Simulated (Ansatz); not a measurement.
MnSi:

```
Mn Si
1.0
     0.00000    2.52722    2.52722
     2.52722    0.00000    2.52722
     2.52722    2.52722    0.00000
Mn Si
1 1
Direct
  0.00000 0.00000 0.00000
  0.25000 0.25000 0.25000
```

The cell was built by a generator and needn't be a form met in nature.

- Program: Ansatz 0.2.0
- Task: relaxation of cell and atoms
- Functional: PBEsol0
- Potentials or basis: Ansatz PAW
- Cutoff: 420 eV (not typed: the program's choice for these potentials)
- k mesh: 5 × 5 × 5
- Occupations: fermi-dirac, width 0.05 eV
- Spin: collinear spin, ferromagnetic start
- Starting moments: [4.0, 0.0] μB

At the start: volume 16.14 Å³/atom.

Where does the relaxation end?

It ends after 9 steps and the volume is 22.22 Å³/atom (+37.7 %); space group F-43m (No. 216, to 0.05 Å); moment 3.00 μB per cell.

Step by step:
```csv
step,energy change (eV),largest force (eV/Å),volume (Å³)
1,0.0000,0.0000,32.28
2,-0.5624,0.0000,35.73
3,-0.8799,0.0000,41.02
4,-0.9155,0.0000,43.37
5,-0.9165,0.0000,43.94
6,-0.9332,0.0000,43.94
7,-0.9338,0.0000,44.37
8,-0.9338,0.0000,44.44
9,-0.9340,0.0000,44.44
```

Final structure:
```
Mn Si
1.0
     0.00000    2.81130    2.81130
     2.81130    0.00000    2.81130
     2.81130    2.81130    0.00000
Mn Si
1 1
Cartesian
  0.0000 0.0000 0.0000
  1.4057 1.4057 1.4057
```

Caveat: the k mesh is coarse (spacing up to 0.43 Å⁻¹), so the values aren't converged, least of all with exact exchange; the magnetic or orbital state may not be the lowest; the volume moved by over 15 % at a fixed basis, so the end points are rough; the plane-wave basis is chosen anew once the cell has moved, so the energies of steps on either side of that aren't comparable; the PAW data sets come from PBE, with cores solved anew for the run's functional, which leaves a small shift of forces and pressure.
